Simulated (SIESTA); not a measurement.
**Pd in SIESTA: the effect of basis**

The system is Pd.

```
CELL_PARAMETERS angstrom
-1.57228 1.57228 1.57228
1.57228 -1.57228 1.57228
1.57228 1.57228 -1.57228
ATOMIC_POSITIONS crystal
Pd 0.00000 0.00000 0.00000
```

This isn't the form of Pd at room conditions, which is fcc.

Alike in all runs:

```yaml
Program: SIESTA 5.4.2
Task: band structure
Functional: PBEsol
Potentials_or_basis: PseudoDojo 0.4 standard (PBEsol files)
Grid_cutoff: 800 Ry
Energy_shift: 0.003 Ry
k_mesh: 12 × 12 × 12
Occupations: fermi-dirac, width 0.05 eV
Spin: no spin polarisation
```

```csv
basis,pressure (GPa)
SZ,?
SZP,-12.7
DZ,-10.8
DZP,-9.0
TZP,-9.1
TZDP,-9.1
```

What does the run with basis SZ give?

Pressure -4.8 GPa.

Caveats: the basis of atomic orbitals isn't converged, which shifts pressures, moduli and gaps; the basis has no polarisation orbitals (some runs).
